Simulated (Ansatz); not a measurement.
Te2Mo under changes of volume

One of the cells (64.121 Å³/atom); the others are scaled copies at fixed shape and fractional positions:

```
Te Mo
1.0
     3.56023    0.00000    0.00000
    -1.78012    3.08325    0.00000
     0.00000    0.00000   17.52406
Te Mo
2 1
Direct
  0.33333 0.66667 0.10214
  0.33333 0.66667 0.89786
  0.00000 0.00000 0.00000
```

```yaml
Program: Ansatz 0.2.0
Functional: LDA
Potentials_or_basis: all-electron LAPW, scalar-relativistic
Cutoff: 239 eV (chosen from the basis error)
Basis_error_allowed: 0.002 eV/atom
k_mesh: 9 × 9 × 2
Occupations: fermi-dirac, width 0.05 eV
Spin: no spin polarisation
```

```csv
volume (Å³/atom),energy over the lowest point (meV/atom),gap on the mesh (eV),largest force (eV/Å)
60.274,1.69,1.15,0.512
61.556,0.00,1.11,0.176
62.839,5.23,1.08,0.134
64.121,16.62,1.04,0.418
65.404,33.50,1.01,0.679
66.686,?,?,?
67.968,81.37,0.96,1.141
```

What does the run at 66.686 Å³/atom give?

Energy over the lowest point 55.26 meV/atom; gap on the mesh 0.98 eV; largest force 0.920 eV/Å.

Worked out: A Birch-Murnaghan fit of order 3 (a polynomial in V^(-2/3)) to the other rows has its minimum at 61.21 Å³/atom with B0 = V·E''(V) = 43 GPa and B' = 4.5 at fixed shape and positions, which overstates the stiffness. It gives 55.26 meV/atom at 66.686 Å³/atom, against the run's 55.26. A straight line through the other rows of the gap, of slope -1.59 eV per unit of ln V (its deformation potential), gives 0.98 eV, against the run's 0.98.

Energies are extrapolated to zero smearing.

Caveats: spin-orbit coupling is left out, which moves the levels of the heavy elements.

A mesh can miss the band edges.
